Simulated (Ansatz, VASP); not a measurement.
Two plane-wave programs on Mo

Contents of INCAR:

```
SYSTEM = Mo
  PREC = Accurate
  ENCUT = 520
  EDIFF = 1E-6
  ISMEAR = -1
  SIGMA = 0.1
  LREAL = .False.
  LASPH = .True.
  NELM = 60
  ALGO = Fast
  ISIF = 2
  LWAVE = .False.
  LCHARG = .False.
  GGA = RE
  NBANDS = 13
```

Contents of KPOINTS:

```
regular mesh
0
Gamma
  14 14 14
  0 0 0
```

File POSCAR:

```
Mo
1.0
    2.7143577737      0.0000000000      0.0000000000
    0.0000000000      2.7143577737      0.0000000000
    0.0000000000      0.0000000000      2.7143577737
Mo
1
Direct
    0.0000000000      0.0000000000      0.0000000000
```

Input for Ansatz:

```yaml
crystal:
  lattice:
    - [2.7143577737, 0.0, 0.0]
    - [0.0, 2.7143577737, 0.0]
    - [0.0, 0.0, 2.7143577737]
  atoms:
    - { symbol: Mo, position: [0.0, 0.0, 0.0] }
hamiltonian:
  xc: revpbe
  pseudopotentials:
    kind: paw
    azcp:
      Mo: "pseudopotentials/Mo.paw.azcp"
basis:
  ecutwfc: 420
  fft_grid_basis: typed
kpoints:
  mp_grid: { grid: [14, 14, 14], shift: [0, 0, 0] }
magnetization:
  spin_polarized: false
scf:
  occupations: { method: fermi_dirac, width: 0.1 }
  lower_state_search: "off"
output:
  stress: true
```

Alike in both runs: task single point; functional revPBE; k mesh 14 × 14 × 14; occupations fermi-dirac, width 0.1 eV; no spin polarisation.

```csv
,VASP,Ansatz
version,VASP 6.6.1,Ansatz 0.2.0
potentials or method,"VASP PAW PBE potentials, release 64 (Mo_sv)","plane waves (420 eV) with PAW, scalar-relativistic"
plane-wave cutoff (eV),520,420
valence electrons in the cell,14,14
```

Ansatz gave:

```
pressure (GPa) : -16.8
```

Q: Which values does VASP return?

A: Pressure (GPa): -16.5.

Caveats: so large a pressure means that the cell lies far from this level's equilibrium, or that cutoff or potentials fall short (VASP); the potentials were made for another functional, which shifts forces and pressure (VASP).
